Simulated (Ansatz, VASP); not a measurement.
## Sc in VASP and in Ansatz

```
Sc
1.0
     0.00000    2.27284    2.27284
     2.27284    0.00000    2.27284
     2.27284    2.27284    0.00000
Sc
1
Direct
  0.00000 0.00000 0.00000
```

Alike in both runs: functional PBEsol; k mesh 8 × 8 × 8; occupations gaussian, width 0.1 eV; no spin polarisation.

Ansatz relaxed the structure, and its values are those at the end. VASP's run is a single point on that final structure, the one shown.

|  | VASP | Ansatz |
| --- | --- | --- |
| version | VASP 6.6.1 | Ansatz 0.2.0 |
| potentials or method | VASP PAW PBE potentials, release 64 (Sc_sv) | scalar-relativistic, plane waves, PAW |
| plane-wave cutoff (eV) | 520 | 420 |
| valence electrons in the cell | 11 | 11 |

```csv
,VASP,Ansatz,Ansatz less VASP
gap on the k mesh at the Fermi level (eV),none,none,-
pressure (GPa),0.1,0.1,+0.01
```

A gap of «none» marks a metal or a gap that the smearing closes.

Caveats: the PAW data sets were made with another functional, which shifts forces and pressure a little (VASP).
